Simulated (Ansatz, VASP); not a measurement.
**One calculation of Si, two programs**

The input POSCAR:

```
Si
1.0
    2.6655775094      0.0000000000      0.0000000000
   -1.3327887547      2.3084578389      0.0000000000
    0.0000000000      0.0000000000      4.5062692700
Si
2
Direct
    0.3333333300      0.6666666700      0.2500000000
    0.6666666700      0.3333333300      0.7500000000
```

Contents of INCAR.step1:

```
ALGO = Normal ; EDIFF = 1E-4
ENCUT = 520 ; GGA = PE
ISMEAR = 0 ; LASPH = True
LCHARG = False ; LREAL = False
LWAVE = True ; NBANDS = 11
NELM = 100 ; PREC = Accurate
SIGMA = 0.1
```

INCAR.step2

```
ALGO = Normal ; EDIFF = 1E-6
ENCUT = 520 ; ISIF = 2
ISMEAR = 0 ; ISTART = 1
LASPH = True ; LCHARG = True
LELF = True ; LMIXTAU = True
LREAL = False ; LVHAR = True
LWAVE = False ; METAGGA = R2SCAN
NBANDS = 11 ; NELM = 100
PREC = Accurate ; SIGMA = 0.1
```

Contents of KPOINTS:

```
k-points
0
Gamma
  9 9 4
```

Input for Ansatz:

```yaml
crystal:
  lattice:
    - [2.6655775094, 0.0, 0.0]
    - [-1.3327887547, 2.3084578389, 0.0]
    - [0.0, 0.0, 4.50626927]
  atoms:
    - { symbol: Si, position: [0.33333333, 0.66666667, 0.25] }
    - { symbol: Si, position: [0.66666667, 0.33333333, 0.75] }
basis:
  ecutwfc: 500
kpoints:
  mp_grid: { grid: [9, 9, 4] }
hamiltonian:
  xc: r2scan
scf:
  occupations: { method: gaussian, width: 0.1 }
output:
  forces: true
  stress: true
  eigenvalues: true
```

This isn't the form of Si at room conditions, which is diamond.

Alike in both runs: task single point; functional r2SCAN; k mesh 9 × 9 × 4; occupations gaussian, width 0.1 eV; no spin polarisation.

```csv
,VASP,Ansatz
version,VASP 6.6.1,Ansatz 0.2.0
potentials or method,"VASP PAW PBE potentials, release 64 (Si)","scalar-relativistic, plane waves, PAW"
plane-wave cutoff (eV),520,500
valence electrons in the cell,8,8
```

```csv
,VASP,Ansatz,Ansatz less VASP
gap on the k mesh at the Fermi level (eV),none,none,-
pressure (GPa),-0.8,-0.8,-0.02
largest component of the traceless stress (GPa),5.40,5.42,+0.020
```

A gap of «none» marks a metal or a gap that the smearing closes.

Caveats: the PAW data sets were made with another functional, which shifts forces and pressure a little (VASP).
